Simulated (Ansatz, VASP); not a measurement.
# One calculation of HfB, two programs

```
CELL_PARAMETERS angstrom
0.00000 2.31000 2.31000
2.31000 0.00000 2.31000
2.31000 2.31000 0.00000
ATOMIC_POSITIONS crystal
Hf 0.50000 0.50000 0.50000
B 0.00000 0.00000 0.00000
```

Alike in both runs: task single point; functional PBEsol; k mesh 8 × 8 × 8; occupations fermi-dirac, width 0.05 eV; no spin polarisation.

|  | VASP | Ansatz |
| --- | --- | --- |
| version | VASP 6.6.1 | Ansatz 0.2.0 |
| potentials or method | VASP PAW PBE potentials, release 64 (Hf_pv, B), cutoff 520 eV | all-electron PAW datasets made for the crystal |

|  | VASP | Ansatz | Ansatz less VASP |
| --- | --- | --- | --- |
| gap on the k mesh at the Fermi level (eV) | none | none | - |
| pressure (GPa) | 24.6 | 23.6 | -1.09 |

A gap of «none» marks a metal or a gap that the smearing closes. Ansatz ran all-electron here, so the differences hold the error of VASP's frozen core and of both bases.

Caveats: so large a pressure means that the cell lies far from this level's equilibrium, or that cutoff or potentials fall short (VASP); the potentials were made for another functional, which shifts forces and pressure (VASP); the k mesh is thin for a metal, which can move the energy by tens of meV per atom (Ansatz). Spin-orbit coupling is left out, which matters for the levels of Hf.
